# Why does SCAN magnetise cobalt more strongly?

The **absolute magnetization in spheres** adds up the sizes of the spin moments found inside a sphere around each atom. A spin moment is the majority-spin electron density minus the minority-spin density, integrated over that sphere and expressed in Bohr magnetons, $\mu_\mathrm{B}$. Each value comes from a self-consistent density-functional calculation of ferromagnetic hexagonal cobalt. The cell has two atoms with equal, parallel moments, so the moment per atom is half the printed number.

FLEUR MaX-R8.1 (later development tree), all-electron FLAPW DFT with collinear spins and no spin–orbit coupling, for ferromagnetic hexagonal Co with two atoms per cell at fixed geometry. The k mesh is 12 × 12 × 7, with Fermi–Dirac smearing of 0.05 eV and a density threshold of 10⁻⁵ me/bohr³. The atomic spheres have a radius of 2.16 bohr (2.09 bohr for PBEsol).

```tsv
functional	absolute magnetization in spheres (μB)	scf energies less last path points in all
LDA	3.196	18
PBE	3.359	19
PBEsol	3.341	19
AM05	3.334	19
SCAN	3.827	23
```

The column headed "scf energies less last path points in all" counts the steps to self-consistency and is not an energy. SCAN needed more steps, but every run reached the same density threshold. The physical question is in the other column: LDA gives the smallest moment, the three gradient-corrected functionals (PBE, PBEsol, AM05) lie close together, and SCAN stands well above them. The atoms sit in the same places in every row, so an expanded lattice, which can also raise a moment, is excluded here.

## Is it only the sphere?

The first suspicion falls on the measuring volume. A sphere captures most of the compact 3d density but leaves out the space between the atoms, where the spin points weakly the other way. A functional that moved spin into the spheres would appear more magnetic without changing the metal's total moment.

The moment of the whole cell, taken from the same runs, settles this. SCAN exceeds PBE by 0.47 $\mu_\mathrm{B}$ per cell in the spheres and by 0.37 $\mu_\mathrm{B}$ in the whole cell. About a fifth of the apparent excess is thus cancelled between the atoms, and the rest is a real difference between the two calculated metals. The spin magnetisation of the bulk metal follows from the whole-cell moment, and there SCAN lies 11% above PBE.

The whole cell also shows how uneven the steps are. From PBE to SCAN the moment rises about three times as much as from LDA to PBE. The three gradient-corrected functionals differ by only 0.01 $\mu_\mathrm{B}$ per cell, and PBEsol was run with slightly smaller spheres and a higher basis cutoff. I therefore treat them as one group and do not rank them.

## The tempting answer: fewer d electrons

In a simple picture, cobalt is a strong ferromagnet, with its majority-spin d band full and its empty d states in the minority band. Let $n_\uparrow$ and $n_\downarrow$ be the numbers of majority and minority d electrons on an atom. The d count is $n_d=n_\uparrow+n_\downarrow$ and the moment is $m=n_\uparrow-n_\downarrow$, which gives

$$m=2n_\uparrow-n_d .$$

If $n_\uparrow$ is fixed because the band is full, each lost d electron raises the moment by exactly 1 $\mu_\mathrm{B}$.

At first sight the results support this. In the four rows with equal spheres, the moment per atom and the d charge in the sphere have a correlation of −0.99. A reader who stopped there would conclude that SCAN removes d electrons and so uncovers more moment.

The size of the effect speaks against that conclusion. From PBE to SCAN the d charge in one sphere falls from 6.997 to 6.957 electrons, a loss of 0.040. Counting then allows the moment to rise by 0.040 $\mu_\mathrm{B}$, whereas the calculated rise is 0.234 $\mu_\mathrm{B}$. This estimate has no adjustable constant, and it accounts for only 17% of the change; for the step from LDA to PBE it does no better, at 16%.

A straight line fitted to the same four rows tells the same story, with a slope near −6 where counting requires −1. PBEsol was left out because its smaller sphere holds less d charge whatever the functional does, and the line misses it badly. One weakness remains: d density also reaches beyond the spheres, where it was not counted separately. To rescue the counting picture, however, most of the lost d charge would have to come from that outer region.

## What the electrons do instead

The sphere's total charge and its moment together give the change in each spin direction. With $\Delta q$ for the change in charge and $\Delta m$ for the change in moment, the majority spin changes by $(\Delta q+\Delta m)/2$ and the minority spin by $(\Delta q-\Delta m)/2$. From PBE to SCAN the majority spin gains 0.11 electrons per sphere and the minority spin loses 0.12. The two changes nearly balance, so the main event is a transfer from one spin direction to the other.

The majority gain also suggests what is wrong with the tempting answer. The s and p charge in the sphere grows by only about 0.025 electrons in total, so most of the majority gain is probably of d character. If so, the majority d states were not completely full in PBE. This is reasonable in a metal, where d orbitals mix with the broad s and p bands and some majority d character is left above the Fermi level. Part of the gain may also be majority density drawn inward from beyond the sphere.

In the whole cell the number of electrons is fixed, so no such ambiguity arises. The rise of 0.37 $\mu_\mathrm{B}$ for two atoms means that 0.09 electrons per atom change spin, since each one that does so adds 2 $\mu_\mathrm{B}$. That is roughly one electron for every eleven atoms. A small repopulation of the bands is enough to produce an 11% larger magnetisation.

## Why the functional can cause this

Theory supplies the reason for the transfer. Exchange lowers the energy of majority-spin states relative to minority-spin states, and the gap between them is called the exchange splitting. Moving an electron into the majority band costs band energy, because it must occupy a higher level there, but it strengthens the exchange gain for the others. The moment settles where cost and gain balance, so a functional that rewards spin polarisation more strongly settles at a larger moment.

Gradient corrections generally increase that reward compared with LDA. SCAN also uses the kinetic-energy density, which helps it to recognise regions dominated by a single orbital, and it tends to favour compact, strongly spin-polarised d shells. This would explain the order LDA, gradient-corrected functionals, SCAN, but it is an argument from theory. The splitting itself is not among the values available here, so its growth is not shown directly.

There is one indirect sign. For a flat density of states $N$ at the Fermi level, the electronic entropy term is

$$TS=\frac{\pi^2}{3}(kT)^2N ,$$

where $kT$ is the smearing width. It gives roughly 1.9 states per eV and cell for PBE and 1.3 for SCAN. A larger splitting could do this by moving d states away from the Fermi level, although other changes in the bands could do so too, and a real d band is not flat.

## A comparison with the free atom

A free cobalt atom makes the mechanism clearer. Its ground state has three unpaired electrons, so any of these functionals gives a total spin moment of 3 $\mu_\mathrm{B}$ as long as the atom stays in that state. A stronger preference for polarisation changes the energies, but there is no partly filled band from which a fraction of an electron could change spin. In the metal, both spin directions have states at the Fermi level, and the moment can drift continuously.

This gives a rule for neighbouring cases. When the choice of functional seems to matter for a moment, first ask whether the total spin moment of the atom or cell is held at a whole number, as in a free atom or a magnetic insulator (where the part inside a sphere can still vary), or is free to move, as in a ferromagnetic metal where both spin directions have states at the Fermi level. In the second case a functional that favours spin polarisation will usually raise it.

A larger moment is not a better one. SCAN is known to over-magnetise metallic 3d ferromagnets, cobalt included, so its value should not be preferred because it comes from a more elaborate functional. A comparison with a measured magnetisation would also need the orbital moment, which is absent without spin-orbit coupling. It would need the right volume as well, since this cell is a few per cent smaller than that of real cobalt.

The printed output below gives the whole-cell moments, the d-counting test and the spin transfer.

Printed output of the fit:

```
Moments in muB and rough states per eV and cell:
     row  spheres  whole_cell  per_atom  outside  states
     LDA    3.196       3.093     1.547  -0.1028   1.973
     PBE    3.359       3.212     1.606  -0.1474   1.902
  PBEsol    3.341       3.199     1.599  -0.1422   1.917
    AM05    3.334       3.208     1.604  -0.1258   1.905
    SCAN    3.827       3.578     1.789  -0.2492    1.33
SCAN less PBE, sphere moment, muB per cell: 0.468
SCAN less PBE, whole-cell moment, muB per cell: 0.3662
share of the sphere excess left in the whole cell, percent: 78.25
SCAN above PBE, whole-cell moment, percent: 11.4
PBE less LDA, whole-cell moment, muB per cell: 0.1184
step PBE to SCAN over step LDA to PBE, whole cell: 3.093
spread of the three GGAs, whole-cell moment, muB per cell: 0.01273
PBE to SCAN, rise of site moment, muB per atom: 0.234
PBE to SCAN, rise allowed by lost d charge, muB per atom: 0.03995
PBE to SCAN, share explained by d counting, percent: 17.07
LDA to PBE, share explained by d counting, percent: 15.72
correlation of site moment and d charge, equal spheres: -0.9886
fit of site on 4 rows (radius > 2.1): constant 43.83 +/- 4.5, coefficient of nd -6.026 +/- 0.65; rms 0.0179, worst AM05 0.0307, leave-one-out rms 0.0489
  rows outside the fit (model, value, miss): PBEsol 2.294, 1.671, 0.624
PBE to SCAN, majority change in one sphere, electrons: 0.1097
PBE to SCAN, minority change in one sphere, electrons: -0.1243
PBE to SCAN, electrons changing spin in the whole cell, per atom: 0.09155
PBE to SCAN, change of entropy term, percent: -30.04
```
